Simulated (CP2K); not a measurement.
TiC under changes of volume

One of the cells (10.158 Å³/atom); the others are scaled copies at fixed shape and fractional positions:

```
CELL_PARAMETERS angstrom
3.06279 0.00000 0.00000
1.53139 2.65245 0.00000
1.53139 0.88415 2.50076
ATOMIC_POSITIONS crystal
Ti 0.00000 0.00000 0.00000
C 0.50000 0.50000 0.50000
```

The cell is a database's computed one.

```yaml
Program: CP2K 2026.2
Functional: PBEsol
Potentials_or_basis: POTENTIAL_UZH Ti GTH-PBE-q12, C GTH-PBE-q4; TZVP-MOLOPT-PBE-GTH basis
Density_cutoff: 6123 eV
k_mesh: 11 × 11 × 11
Occupations: fermi-dirac, width 0.05 eV
Spin: no spin polarisation
```

```csv
volume (Å³/atom),energy over the lowest point (meV/atom),pressure (GPa)
9.548,?,?
9.752,3.24,5.5
9.955,0.00,-0.3
10.158,3.68,-5.5
10.361,13.60,-10.1
10.564,29.14,-14.3
10.767,49.76,-18.1
```

Q: What does the run at 9.548 Å³/atom give?

A: Energy over the lowest point 14.14 meV/atom; pressure 11.8 GPa.

Worked out: A Birch-Murnaghan fit of order 3 (a polynomial in V^(-2/3)) to the other rows has its minimum at 9.94 Å³/atom with B0 = V·E''(V) = 269 GPa and B' = 4.1. It gives 14.23 meV/atom at 9.548 Å³/atom, against the run's 14.14, and -dE/dV = 11.9 GPa, against 11.8.

Energies are extrapolated to zero smearing.

Caveats: the potentials were made for another functional, which shifts forces and pressure; the basis of atomic orbitals isn't converged, which shifts pressures, moduli and gaps.
